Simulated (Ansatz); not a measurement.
# BAs: how the settings move a single-point run

Question: which choices in the input matter for BAs? The cell is built on a prototype (CsCl type) and needn't be the phase found in nature.

Program: Ansatz 0.2.0. Level of theory: reference: DFT, r2SCAN, plane waves, PAW. These are calculated values, not measurements.

6 further runs of the same task are left out: 5 for a known fault of the program, 1 that didn't finish.

### 1 The structure to begin with

Symmetry: Pm-3m, No. 221, cubic system. Conventional cell: a = 2.925 Å, b = 2.925 Å, c = 2.925 Å, α = 90.00°, β = 90.00°, γ = 90.00°. Around B (site symmetry m-3m) lie 8 As at 2.53 Å. Around As (site symmetry m-3m) lie 8 B at 2.53 Å.

As a file:

```xyz
2
Lattice="2.9252 0.0000 0.0000 0.0000 2.9252 0.0000 0.0000 0.0000 2.9252" Properties=species:S:1:pos:R:3 pbc="T T T"
B     0.0000    0.0000    0.0000
As    1.4626    1.4626    1.4626
```

### 2 Reference

The input, input.yaml:

```yaml
crystal:
  lattice:
    - [2.9251576732, 0.0, 0.0]
    - [0.0, 2.9251576732, 0.0]
    - [0.0, 0.0, 2.9251576732]
  atoms:
    - { symbol: B, position: [0.0, 0.0, 0.0] }
    - { symbol: As, position: [0.5, 0.5, 0.5] }
kpoints:
  mp_grid: { grid: [6, 6, 6] }
hamiltonian:
  xc: r2scan
scf:
  occupations: { method: fermi_dirac, width: 0.02 }
  n_extra_bands: 4
output:
  forces: true
  stress: true
  eigenvalues: true
```

Command:

```
> ansatz run input.yaml --threads 4 --pin off --max-ram 3686MiB --backend cpu --events-out ev --progress --plain --runs-dir out
```

### 3 Changed: occupations.method methfessel_paxton, occupations.width 0.001

input.yaml: that of step 2 with these lines changed.

```diff
@@ -13,3 +13,3 @@
 scf:
-  occupations: { method: fermi_dirac, width: 0.02 }
+  occupations: { method: methfessel_paxton, width: 0.001 }
   n_extra_bands: 4
```

### 4 The same system, input altered

input.yaml: that of step 2 with these lines changed.

```diff
@@ -15,2 +15,3 @@
   n_extra_bands: 4
+  max_iter: 80
 output:
@@ -19 +20,4 @@
   eigenvalues: true
+magnetization:
+  spin_polarized: true
+  initial_magnetization: 2.0
```

### 6 Variant: mp_grid.shift [0, 0, 0.5]

input.yaml: that of step 2 with these lines changed.

```diff
@@ -9,3 +9,3 @@
 kpoints:
-  mp_grid: { grid: [6, 6, 6] }
+  mp_grid: { grid: [6, 6, 6], shift: [0, 0, 0.5] }
 hamiltonian:
```

### 7 A run with other settings

input.yaml: that of step 2 with these lines changed.

```diff
@@ -15,2 +15,4 @@
   n_extra_bands: 4
+  convergence: { dr2_threshold: 0.0001 }
+  max_iter: 82
 output:
```

### 9 Variant: xc_grid 1

input.yaml: that of step 2 with these lines changed.

```diff
@@ -19 +19,3 @@
   eigenvalues: true
+basis:
+  xc_grid: 1
```

### 10 Changed: dispersion d3bj

input.yaml: that of step 2 with these lines changed.

```diff
@@ -12,2 +12,3 @@
   xc: r2scan
+  dispersion: d3bj
 scf:
```

(Steps that only read results are left out.)

What does the calculation give? Wanted: for each run, ending; energy change; pressure; gap; force.

**Answer**, as computed:

```csv
run,ending,energy change,pressure (GPa),gap (eV),force (eV/Å),cycles,time
reference,converged,0,2.0,0.00,0.00,6,1.3 s
"1: occupations.method methfessel_paxton, occupations.width 0.001",converged,+0.1 meV/atom (σ→0),2.0,0.00,0.00,6,1.3 s
"2: spin_polarized true, initial_magnetization 2.0",converged,0.0 meV/atom,2.0,0.00,0.00,20,3.6 s
"3: mp_grid.shift [0, 0, 0.5]",converged,+12.3 meV/atom,-0.5,0.00,0.00,6,1.6 s
4: dr2_threshold 0.0001,converged,0.0 meV/atom,2.0,0.00,0.00,6,1.3 s
5: xc_grid 1,converged,+0.4 meV/atom,2.0,0.00,0.00,6,1.1 s
6: dispersion d3bj,converged,-167.7 meV/atom (offset of the dispersion model),-0.2,0.00,0.00,6,1.3 s
```

Residual by cycle in the longest SCF loop of each run; runs are numbered as in the table. The quantity is the density residual dr2, in eV.

```csv
cycle,reference,run 1,run 2,run 3,run 4,run 5,run 6
1,0.0443,0.0444,0.355,0.0262,0.0443,0.044,0.0443
3,1.8e-4,1.6e-4,0.011,1.6e-4,1.8e-4,1.8e-4,1.8e-4
4,2.9e-5,2.0e-6,0.00506,2.0e-5,2.9e-5,3.0e-5,2.9e-5
6,3.3e-8,4.0e-9,3.7e-5,2.5e-8,3.3e-8,3.8e-8,3.3e-8
8,-,-,1.8e-4,-,-,-,-
10,-,-,1.4e-4,-,-,-,-
11,-,-,8.3e-5,-,-,-,-
13,-,-,2.2e-6,-,-,-,-
15,-,-,2.5e-8,-,-,-,-
17,-,-,2.5e-10,-,-,-,-
18,-,-,1.9e-9,-,-,-,-
20,-,-,2.3e-11,-,-,-,-
```

Of the variants the dearest is «spin_polarized true, initial_magnetization 2.0» (3.6 s), the cheapest «xc_grid 1» (1.1 s), on a shared host.
